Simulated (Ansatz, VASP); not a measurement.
**Two plane-wave programs on As**

```
CELL_PARAMETERS angstrom
2.70368 0.00000 0.00000
0.00000 2.70368 0.00000
0.00000 0.00000 2.70368
ATOMIC_POSITIONS crystal
As 0.50000 0.50000 0.50000
```

This isn't the form of As at room conditions, which is rhombohedral.

Alike in both runs: task band structure; functional PBE; k mesh 10 × 10 × 10; occupations fermi-dirac, width 0.05 eV; no spin polarisation.

|  | VASP | Ansatz |
| --- | --- | --- |
| version | VASP 6.6.1 | Ansatz 0.2.0 |
| potentials or method | VASP PAW PBE potentials, release 64 (As) | Ansatz PAW |
| plane-wave cutoff (eV) | 600 | 420 |
| valence electrons in the cell | 5 | 15 |

VASP gave:

```
gap on the k mesh at the Fermi level (eV) : none
pressure (GPa)                            : 2.4
```

Problem. Which values does Ansatz return?

Solution. gap on the k mesh at the Fermi level (eV): none; pressure (GPa): 2.2.

A gap of «none» marks a metal or a gap that the smearing closes. The functional is the same, so the differences come from potentials, cutoffs and numerics. The two sets of potentials don't hold the same shells in valence.
